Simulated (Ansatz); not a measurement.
Here is an Ansatz 0.2.0 calculation.

input.yaml

```yaml
crystal:
  lattice:
    - [3.636, 0.0, 0.0]
    - [-1.818, 3.1488683682, 0.0]
    - [0.0, 0.0, 5.7826]
  atoms:
    - { symbol: Gd, position: [0.6666666667, 0.3333333333, 0.75], spin: 7.0 }
    - { symbol: Gd, position: [0.3333333333, 0.6666666667, 0.25], spin: 7.0 }
kpoints:
  mp_grid: { grid: [8, 8, 5] }
scf:
  occupations: { method: gaussian, width: 0.026 }
hamiltonian:
  xc: pbe
  pseudopotentials: { kind: all_electron, lapw: { basis_error: 0.001 } }
magnetization:
  spin_polarized: true
output:
  forces: true
  stress: true
  eigenvalues: true
```

Potentials or basis: all-electron LAPW, scalar-relativistic.

Run with:

```sh
$ ansatz run input.yaml --threads 2 --pin off --max-ram 6144MiB --backend cpu --events-out ev --progress --plain --runs-dir out
```

Question: Estimate the band gap on the k mesh.

Answer: None (metal or under the smearing width).

Question: Predict the net moment.

Answer: 15.20 μB per cell.

Question: Predict the absolute moment.

Answer: 15.20 μB per cell.

Stress tensor (GPa, compression positive):
```
0.46 0.00 0.00
0.00 0.46 0.00
0.00 0.00 0.84
```

Caveat: an open f shell can end in a state above the lowest; spin-orbit coupling is left out, which moves the levels of the heavy elements. The state reached can hang on the start; a lower one may exist.
